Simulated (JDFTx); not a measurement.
Ru: relaxation of cell and atoms with PBE

Crystal: Ru.

```
Ru
1.0
     2.70580    0.00000    0.00000
    -1.35290    2.34329    0.00000
     0.00000    0.00000    4.28190
Ru
2
Direct
  0.66667 0.33333 0.75000
  0.33333 0.66667 0.25000
```

| Property | Result |
| --- | --- |
| Program | JDFTx 1.7.0 (patched build) |
| Task | relaxation of cell and atoms |
| Functional | PBE |
| Potentials or basis | SPMS-PBE-1.0 with smoothed tails |
| Cutoff | 1088 eV |
| Density cutoff | 8708 eV |
| k mesh | 6 × 6 × 3 |
| Occupations | fermi-dirac, width 0.05 eV |
| Spin | no spin polarisation |
| Local potential set to -Z/r beyond | 6 bohr |
| Density cutoff over wavefunction cutoff | 8 |
| Max SCF steps | 100 |
| SCF threshold on the energy | 1e-09 Ha |
| Solver of the electrons | scf |
| Further solve for the empty bands | no |

* Relaxed volume: 13.83 Å³/atom
* Relaxed cell: a = 2.732 Å, b = 2.732 Å, c = 4.278 Å, α = 90.00°, β = 90.00°, γ = 120.00°
* Space group after relaxing (to 0.05 Å): P6_3/mmc (No. 194)
* Energy gained by relaxing: 6.1 meV/atom
* Ionic steps: 7
* Pressure after relaxing: 0.0 GPa
* Band gap on the k mesh: none (metal or under the smearing width)

Step by step:
| step | energy change (eV) | largest force (eV/Å) | pressure (GPa) | volume (Å³) |
| --- | --- | --- | --- | --- |
| 1 | 0.0000 | 0.0000 | 5.92 | 27.15 |
| 2 | -0.0036 | 0.0000 | 4.78 | 27.24 |
| 3 | -0.0115 | 0.0000 | 0.09 | 27.64 |
| 4 | -0.0120 | 0.0000 | 0.04 | 27.65 |
| 5 | -0.0121 | 0.0000 | 0.02 | 27.65 |
| 6 | -0.0121 | 0.0000 | -0.02 | 27.66 |
| 7 | -0.0121 | 0.0000 | 0.01 | 27.66 |

Final structure:
```xyz
2
Lattice="2.7320 0.0000 0.0000 -1.3660 2.3660 0.0000 0.0000 0.0000 4.2784" Properties=species:S:1:pos:R:3 pbc="T T T"
Ru    1.3660    0.7887    3.2088
Ru    0.0000    1.5773    1.0696
```

Levels at points of the mesh, in eV from the Fermi level:
```
           k point  band 12  band 13  band 14  band 15  band 16  band 17  band 18  band 19
(0.00, 0.00, 0.00)    -2.50    -2.22    -1.81    -1.81    -1.38    -1.38     1.21     1.21
(0.00, 0.50, 0.00)    -2.96    -1.92    -1.76    -1.39     1.36     1.79     1.95     3.98
```

Wall time 91 s on 1 thread of Arm Neoverse V1 (shared host), peak memory 0.1 GiB.

Caveat: the k mesh is coarse (spacing up to 0.49 Å⁻¹), so the values aren't converged. PBE usually gives volumes a little too large and moduli too small.
